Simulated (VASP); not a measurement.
# MgB2 (P6/mmm) in VASP: further runs

One crystal, MgB2, is run at these levels: PBE, LDA; tasks: atomic charges, electron localisation function, single point.

All numbers are computed with VASP 6.6.1; they aren't measurements. Logs are shortened: lines on timing, memory, paths and dates and some standing lists are left out, and cuts for length are marked.

## Step 1: The structure

It takes space group P6/mmm (No. 191, hexagonal). The conventional cell has a = 3.085 Å, b = 3.085 Å, c = 3.523 Å, α = 90.00°, β = 90.00°, γ = 120.00°. Mg (site symmetry 6/mmm) has 12 B at 2.51 Å as nearest neighbours. B (site symmetry -6m2) has 3 B at 1.78 Å as nearest neighbours.

## Step 2: Atomic charges, PBE

Contents of INCAR:

```
SYSTEM = MgB2
  ALGO = Fast
  EDIFF = 1E-6
  ENCUT = 520
  GGA = PE
  ISIF = 2
  ISMEAR = 0
  LASPH = .TRUE.
  LCHARG = .TRUE.
  LELF = .TRUE.
  LORBIT = 11
  LREAL = .FALSE.
  LVHAR = .TRUE.
  LWAVE = .FALSE.
  NELM = 100
  PREC = Accurate
  SIGMA = 0.02
```

Contents of KPOINTS:

```
k-points
0
G
  10 10 8
  0 0 0
```

Contents of POSCAR:

```
MgB2
1.0
    3.0850000000      0.0000000000      0.0000000000
   -1.5425000000      2.6716883707      0.0000000000
    0.0000000000      0.0000000000      3.5230000000
Mg B
1 2
Direct
    0.0000000000      0.0000000000      0.0000000000
    0.6666666667      0.3333333333      0.5000000000
    0.3333333333      0.6666666667      0.5000000000
```

Potentials or basis: VASP PAW PBE potentials, release 64 (Mg, B).

Started as:

```bash
$ cat potpaw_PBE.64/Mg/POTCAR potpaw_PBE.64/B/POTCAR > POTCAR
$ mpirun -np 1 vasp_std > vasp.out
```

OUTCAR:

```text
SYSTEM = MgB2
   EDIFF = 1E-6
   ENCUT = 520
   GGA = PE
   ISIF = 2
   ISMEAR = 0
   LASPH = .TRUE.
   LORBIT = 11
   LREAL = .FALSE.
   NELM = 100
   PREC = Accurate

 ion  position               nearest neighbor table
   1  0.000  0.000  0.000-   2 2.51   3 2.51   2 2.51   3 2.51   2 2.51   2 2.51   3 2.51   3 2.51
                             2 2.51   2 2.51   3 2.51   3 2.51
   2  0.667  0.333  0.500-   3 1.78   3 1.78   3 1.78   1 2.51   1 2.51   1 2.51   1 2.51   1 2.51
                             1 2.51
   3  0.333  0.667  0.500-   2 1.78   2 1.78   2 1.78   1 2.51   1 2.51   1 2.51   1 2.51   1 2.51
                             1 2.51

  LATTYP: Found a hexagonal cell.
 ALAT       =     3.0850000000
 C/A-ratio  =     1.1419773096

  Lattice vectors:

 A1 = (   3.0850000000,   0.0000000000,   0.0000000000)
 A2 = (  -1.5425000000,   2.6716883707,   0.0000000000)
 A3 = (   0.0000000000,   0.0000000000,   3.5230000000)

Analysis of symmetry for initial positions (statically):
=====================================================================
 Subroutine PRICEL returns:
 Original cell was already a primitive cell.

 Routine SETGRP: Setting up the symmetry group for a
 hexagonal supercell.

 Subroutine GETGRP returns: Found 24 space group operations
 (whereof 24 operations were pure point group operations)
 out of a pool of 24 trial point group operations.

The static configuration has the point symmetry D_6h.

Analysis of symmetry for dynamics (positions and initial velocities):
=====================================================================
 Subroutine PRICEL returns:
 Original cell was already a primitive cell.

 Routine SETGRP: Setting up the symmetry group for a
 hexagonal supercell.

 Subroutine GETGRP returns: Found 24 space group operations
 (whereof 24 operations were pure point group operations)
 out of a pool of 24 trial point group operations.

The dynamic configuration has the point symmetry D_6h.

 Subroutine INISYM returns: Found 24 space group operations
 (whereof 24 operations are pure point group operations),
 and found     1 'primitive' translations

----------------------------------------------------------------------------------------

                                     Primitive cell

  volume of cell :      29.0371

  direct lattice vectors                    reciprocal lattice vectors
     3.085000000  0.000000000  0.000000000     0.324149109  0.187147575  0.000000000
    -1.542500000  2.671688371  0.000000000     0.000000000  0.374295150  0.000000000
     0.000000000  0.000000000  3.523000000     0.000000000  0.000000000  0.283848992

  length of vectors
     3.085000000  3.085000000  3.523000000     0.374295150  0.374295150  0.283848992

  position of ions in fractional coordinates (direct lattice)
     0.000000000  0.000000000  0.000000000
     0.666666667  0.333333333  0.500000000
     0.333333333  0.666666667  0.500000000

  ion indices of the primitive-cell ions
   primitive index   ion index
                 1           1
                 2           2
                 3           3

----------------------------------------------------------------------------------------

 KPOINTS: k-points

Automatic generation of k-mesh.
 Grid dimensions read from file:
 generate k-points for:   10   10    8

 Generating k-lattice:

  Cartesian coordinates                     Fractional coordinates (reciprocal lattice)
     0.032414911  0.018714758  0.000000000     0.100000000  0.000000000  0.000000000
     0.000000000  0.037429515  0.000000000     0.000000000  0.100000000  0.000000000
     0.000000000  0.000000000  0.035481124     0.000000000  0.000000000  0.125000000

  Length of vectors
     0.037429515  0.037429515  0.035481124

  Shift w.r.t. Gamma in fractional coordinates (k-lattice)
     0.000000000  0.000000000  0.000000000

 Subroutine IBZKPT returns following result:
 ===========================================

 Found     70 irreducible k-points:

 Following reciprocal coordinates:
            Coordinates               Weight
  0.000000  0.000000  0.000000      1.000000
  0.100000  0.000000  0.000000      6.000000
  0.200000  0.000000  0.000000      6.000000
  0.300000  0.000000  0.000000      6.000000
  0.400000  0.000000  0.000000      6.000000
  0.500000  0.000000  0.000000      3.000000
[... 16 lines left out ...]
  0.300000  0.100000  0.125000     24.000000
  0.400000  0.100000  0.125000     24.000000
 [... further k-points ...]
   k-points           NKPTS =     70   k-points in BZ     NKDIM =     70   number of bands    NBANDS=      8
   number of dos      NEDOS =    301   number of ions     NIONS =      3
   total plane-waves  NPLWV =  16128
   dimension x,y,z NGX =    24 NGY =   24 NGZ =   28
   dimension x,y,z NGXF=    48 NGYF=   48 NGZF=   56
   ions per type =               1   2
   NGX,Y,Z   is equivalent  to a cutoff of  12.93, 12.93, 13.21 a.u.
   NGXF,Y,Z  is equivalent  to a cutoff of  25.87, 25.87, 26.43 a.u.
 SYSTEM =  MgB2
   PREC   = accura    normal or accurate (medium, high low for compatibility)
   ISTART =      0    job   : 0-new  1-cont  2-samecut
   ICHARG =      2    charge: 1-file 2-atom 10-const
   ISPIN  =      1    spin polarized calculation?
   LNONCOLLINEAR =      F non collinear calculations
   LSORBIT =      F    spin-orbit coupling
   LASPH  =      T    aspherical Exc in radial PAW
   ENCUT  =  520.0 eV  38.22 Ry    6.18 a.u.   5.74  5.74  6.55*2*pi/ulx,y,z
   NELM   =    100;   NELMIN=  2; NELMDL= -5     # of ELM steps
   EDIFF  = 0.1E-05   stopping-criterion for ELM
   LREAL  =      F    real-space projection
   EDIFFG = 0.1E-04   stopping-criterion for IOM
   NSW    =      0    number of steps for IOM
   IBRION =     -1    ionic relax: 0-MD 1-quasi-New 2-CG
   NFREE  =      0    steps in history (QN), initial steepest desc. (CG)
   ISIF   =      2    stress and relaxation
   ISYM   =      2    0-nonsym 1-usesym 2-fastsym
   POTIM  = 0.5000    time-step for ionic-motion
   TEBEG  =    0.0;   TEEND  =   0.0 temperature during run
   PSTRESS=    0.0 pullay stress
   NELECT =       8.0000    total number of electrons
   NUPDOWN=      -1.0000    fix difference up-down
   EMIN   =  10.00;   EMAX   =-10.00  energy-range for DOS
   EFERMI =   0.00;   METHOD = LEGACY
   ISMEAR =     0;   SIGMA  =   0.02  broadening in eV -4-tet -1-fermi 0-gaus
   EFERMI_NEDOS =   21; number of points for ismear=-14 and -15
   IALGO  =     68    algorithm
   IMIX   =      4    mixing-type and parameters
     AMIX     =   0.40;   BMIX     =  1.00
     AMIX_MAG =   1.60;   BMIX_MAG =  1.00
  volume/ion in A,a.u.               =       9.68        65.32
  Fermi-wavevector in a.u.,A,eV,Ry     =   1.065255  2.013040 15.439462  1.134768
  Thomas-Fermi vector in A             =   2.200801
   LORBIT       =     11    0 simple, 1 ext, 2 COOP (PROOUT), +10 PAW based schemes
   GGA     = PE    functional components
   LHFCALC =     F    Hartree Fock is set to
   AEXX    =    0.0000 exact exchange contribution
   IVDW    =     0    specifies the selected vdW correction
   LEPSILON=     F    determine dielectric tensor
   LRPA    =     F    only Hartree local field effects (RPA)
 non-spin polarized calculation
 RMM-DIIS sequential band-by-band and
 Gauss-broadening in eV      SIGMA  =   0.02
  energy-cutoff  :      520.00
  volume of cell :       29.04
 maximum number of plane-waves:       806
 NGX is ok and might be reduce to    24
   NGX = 11   NGY = 11   NGZ = 13

 number of electron       8.0000000 magnetization

 Free energy of the ion-electron system (eV)
  ---------------------------------------------------
  ext. energy  EPLUGINS =         0.00000000
  ---------------------------------------------------
  free energy    TOTEN  =       -15.32047659 eV

  energy without entropy =      -15.32026556  energy(sigma->0) =      -15.32037108

 E-fermi :   5.3031     XC(G=0): -10.9099

 val. band max:        5.2941092479   @ k =   0.1000   0.0000   0.1250
 cond. band min:       5.3215089642   @ k =   0.3000   0.2000   0.0000
 fundamental gap:      0.0273997163
 Fermi energy:         5.3030835240

 k-point     1 :       0.0000    0.0000    0.0000
  band No.  band energies     occupation
      1      -7.1430      2.00000
      2       2.3330      2.00000
      3       5.6387      0.00000
      4       5.6387      0.00000
      5       6.9126      0.00000
      6      11.5740      0.00000
      7      11.5740      0.00000
      8      13.3403      0.00000

 k-point     2 :       0.1000    0.0000    0.0000
  band No.  band energies     occupation
      1      -6.9695      2.00000
      2       2.5022      2.00000
      3       4.7832      2.00000
      4       5.2450      1.99996
      5       7.0694      0.00000
      6      11.4278      0.00000
      7      12.3177      0.00000
      8      13.7332      0.00000

 k-point     3 :       0.2000    0.0000    0.0000
  band No.  band energies     occupation
      1      -6.4518      2.00000
      2       2.9257      2.00000
      3       3.0043      2.00000
      4       4.4601      2.00000
      5       7.5438      0.00000
      6      10.8860      0.00000
      7      13.0416      0.00000
      8      14.1280      0.00000

 k-point     4 :       0.3000    0.0000    0.0000
  band No.  band energies     occupation
      1      -5.5995      2.00000
      2       0.8558      2.00000
      3       3.7405      2.00000
      4       3.8134      2.00000
      5       8.2638      0.00000
      6      10.3611      0.00000
      7      11.1024      0.00000
      8      14.2361      0.00000

 k-point     5 :       0.4000    0.0000    0.0000
  band No.  band energies     occupation
      1      -4.4348      2.00000
      2      -1.1055      2.00000
      3       3.2687      2.00000
      4       4.8257      2.00000
      5       8.9486      0.00000
      6       9.2848      0.00000
      7      10.2533      0.00000
      8      13.1211      0.00000

 k-point     6 :       0.5000    0.0000    0.0000
  band No.  band energies     occupation
      1      -3.2640      2.00000
      2      -2.5501      2.00000
      3       3.1063      2.00000
      4       5.4814      0.00000
      5       8.3430      0.00000
      6       9.1373      0.00000
      7      10.5832      0.00000
      8      12.3515      0.00000

 k-point     7 :       0.1000    0.1000    0.0000
  band No.  band energies     occupation
      1      -6.6239      2.00000
      2       2.8383      2.00000
      3       3.6540      2.00000
      4       4.3973      2.00000
      5       7.4144      0.00000
      6      11.6841      0.00000
      7      12.5564      0.00000
      8      13.5419      0.00000
[... 133 lines left out ...]
 k-point    20 :       0.5000    0.0000    0.1250
  band No.  band energies     occupation
      1      -3.1564      2.00000
      2      -2.4422      2.00000
      3       3.1466      2.00000
      4       4.6958      2.00000
      5       7.1564      0.00000
      6       9.6608      0.00000
      7      11.6807      0.00000
      8      13.3387      0.00000

 k-point    21 :       0.1000    0.1000    0.1250
  band No.  band energies     occupation
      1      -6.4940      2.00000
      2       1.8844      2.00000
      3       3.7227      2.00000
      4       4.4572      2.00000
      5       8.6549      0.00000
      6      11.7807      0.00000
      7      12.2660      0.00000
      8      13.2188      0.00000

 k-point    22 :       0.2000    0.1000    0.1250
  band No.  band energies     occupation
      1      -5.8133      2.00000
      2       1.9687      2.00000
      3       2.5670      2.00000
      4       3.4733      2.00000
      5       9.2622      0.00000
      6      10.8418      0.00000
      7      11.7076      0.00000
      8      13.9820      0.00000

 k-point    23 :       0.3000    0.1000    0.1250
  band No.  band energies     occupation
      1      -4.8095      2.00000
      2       0.0233      2.00000
      3       2.7867      2.00000
      4       3.5539      2.00000
      5       8.9723      0.00000
      6      10.1416      0.00000
      7      11.2911      0.00000
      8      14.3628      0.00000

 k-point    24 :       0.4000    0.1000    0.1250
  band No.  band energies     occupation
      1      -3.5326      2.00000
      2      -1.7709      2.00000
      3       2.4556      2.00000
      4       4.5988      2.00000
      5       7.4751      0.00000
      6      10.4692      0.00000
      7      11.5892      0.00000
      8      13.5018      0.00000

 [... further k-points ...]

------------------------ aborting loop because EDIFF is reached ----------------------------------------

  FORCE on cell =-STRESS in cart. coord.  units (eV):
  Direction    XX          YY          ZZ          XY          YZ          ZX
  --------------------------------------------------------------------------------------
  -------------------------------------------------------------------------------------
  Total       -0.1460123     -0.1460123     -0.3156301      0.0000000     -0.0000000      0.0000000
  in kB       -8.0565007     -8.0565007    -17.4154762      0.0000000     -0.0000000      0.0000000
  external PRESSURE =     -11.1761592 kB  Pullay stress =       0.0000000 kB

 VOLUME and BASIS-vectors are now :
 -----------------------------------------------------------------------------
  energy-cutoff  :      520.00
  volume of cell :       29.04
      direct lattice vectors                 reciprocal lattice vectors
     3.085000000  0.000000000  0.000000000     0.324149109  0.187147575  0.000000000
    -1.542500000  2.671688371  0.000000000     0.000000000  0.374295150  0.000000000
     0.000000000  0.000000000  3.523000000     0.000000000  0.000000000  0.283848992

 POSITION                                       TOTAL-FORCE (eV/Angst)
 -----------------------------------------------------------------------------------
      0.00000      0.00000      0.00000        -0.000000     -0.000000      0.000000
      1.54250      0.89056      1.76150        -0.000000      0.000000     -0.000000
     -0.00000      1.78113      1.76150         0.000000     -0.000000      0.000000
 -----------------------------------------------------------------------------------
    total drift:                                0.000000     -0.000000      0.000000

  FREE ENERGIE OF THE ION-ELECTRON SYSTEM (eV)
  ---------------------------------------------------
  free  energy   TOTEN  =       -15.3204765915 eV

  energy  without entropy=      -15.3202655604  energy(sigma->0) =      -15.32037108

 total charge

# of ion       s       p       d       tot
------------------------------------------
    1        0.158   0.175   0.056   0.390
    2        0.687   1.230   0.000   1.917
    3        0.687   1.230   0.000   1.917
--------------------------------------------------
tot          1.532   2.636   0.056   4.224
```

It took 6.7 s on 1 thread of Intel Xeon 6975P-C (Granite Rapids), shared host; peak memory 0.15 GiB.

What came out:

| Quantity | Value |
| --- | --- |
| Free energy | -15.3205 eV |
| Pressure | -1.1 GPa |
| Band gap on the k mesh | none (metal or under the smearing width) |
| Valence electrons inside the program's atomic spheres | Mg 0.39; B 1.92 |

Stress tensor (GPa, compression positive):
```
-0.81  0.00  0.00
 0.00 -0.81  0.00
 0.00  0.00 -1.74
```

Levels at points of the mesh, in eV from the Fermi level:
| k point | band 1 | band 2 | band 3 | band 4 | band 5 | band 6 | band 7 | band 8 |
| --- | --- | --- | --- | --- | --- | --- | --- | --- |
| (0.00, 0.00, 0.00) | -12.45 | -2.97 | 0.34 | 0.34 | 1.61 | 6.27 | 6.27 | 8.04 |
| (0.50, 0.00, 0.00) | -8.57 | -7.85 | -2.20 | 0.18 | 3.04 | 3.83 | 5.28 | 7.05 |
| (0.00, 0.00, 0.50) | -11.17 | -7.46 | 0.71 | 0.71 | 6.60 | 6.60 | 7.91 | 9.80 |
| (0.50, 0.00, 0.50) | -7.59 | -6.94 | -3.60 | -1.90 | -1.34 | 5.66 | 8.72 | 8.85 |

[end of part 1 of 2]
